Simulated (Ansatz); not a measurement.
**P (diamond type): how the settings move a single-point run**

Question: which choices in the input matter for P (diamond type)?

Program: Ansatz 0.2.0. Level of theory: reference: DFT, PBE, all-electron LAPW, scalar-relativistic. These are calculated values, not measurements.

2 further runs of the same task are left out: 2 that didn't finish.

### 1 The system as given

The structure is trigonal, space group R-3m (No. 166). Conventional cell: a = 3.757 Å, b = 3.757 Å, c = 9.203 Å, α = 90.00°, β = 90.00°, γ = 120.00°. P (site symmetry 3m) has 1 P at 1.33 Å as nearest neighbours.

As a file:

```cif
data_structure
_symmetry_space_group_name_H-M 'R-3m:H'
_symmetry_Int_Tables_number 166
_cell_length_a 3.7571
_cell_length_b 3.7571
_cell_length_c 9.2029
_cell_angle_alpha 90.000
_cell_angle_beta 90.000
_cell_angle_gamma 120.000
_cell_volume 112.50
loop_
_atom_site_label
_atom_site_type_symbol
_atom_site_symmetry_multiplicity
_atom_site_Wyckoff_symbol
_atom_site_fract_x
_atom_site_fract_y
_atom_site_fract_z
_atom_site_occupancy
P1 P 6 c 0.00000 0.00000 0.57250 1
```

### 2 The reference run

Contents of input.yaml:

```yaml
crystal:
  lattice:
    - [0.0, 2.656646423, 2.656646423]
    - [2.656646423, 0.0, 2.656646423]
    - [2.656646423, 2.656646423, 0.0]
  atoms:
    - { symbol: P, position: [-0.2825, -0.0725, -0.0725] }
    - { symbol: P, position: [0.2825, 0.0725, 0.0725] }
kpoints:
  mp_grid: { grid: [10, 10, 10] }
scf:
  occupations: { method: fermi_dirac, width: 0.05 }
hamiltonian:
  xc: pbe
  pseudopotentials: { kind: all_electron, lapw: { basis_error: 0.001 } }
output:
  forces: true
  stress: true
  eigenvalues: true
  populations: true
```

Launch:

```sh
$ ansatz run input.yaml --threads 1 --pin off --max-ram 2048MiB --backend cpu --events-out ev --progress --plain --runs-dir out
```

### 3 Variant: occupations.method tetrahedron, width left out

Edit input.yaml of step 2 so:

```diff
@@ -11,3 +11,3 @@
 scf:
-  occupations: { method: fermi_dirac, width: 0.05 }
+  occupations: { method: tetrahedron }
 hamiltonian:
```

Q: Predict the outcome of this session. Wanted: for each run, ending; energy change; pressure; gap; force.

**Answer**, as computed:

| run | ending | energy change | pressure (GPa) | gap (eV) | force (eV/Å) | cycles | time |
| --- | --- | --- | --- | --- | --- | --- | --- |
| reference | converged | 0 | 155.1 | 0.00 | 78.18 | 9 | 77 s |
| 1: occupations.method tetrahedron, width left out | converged | +0.1 meV/atom (σ→0) | 155.5 | 0.00 | 78.16 | 9 | 73 s |

Residual by cycle in the longest SCF loop of each run; runs are numbered as in the table. The quantity is the density residual dr2, in eV.

| cycle | reference | run 1 |
| --- | --- | --- |
| 1 | 9.9 | 9.92 |
| 2 | 2.45 | 2.47 |
| 3 | 0.0727 | 0.0731 |
| 4 | 0.0112 | 0.0114 |
| 5 | 9.2e-4 | 8.9e-4 |
| 6 | 9.6e-5 | 1.0e-4 |
| 7 | 3.3e-6 | 3.5e-6 |
| 8 | 6.3e-7 | 7.0e-7 |
| 9 | 5.3e-8 | 5.7e-8 |

Changing the smearing moves the energy by +0.1 meV/atom (σ→0 values), and the pressure goes from 155.1 to 155.5 GPa. Semilocal functionals close small gaps, so the missing gap need not be the real solid's. The structure is not at rest: the sound run finds 155 GPa, so these are no properties of the relaxed crystal. 
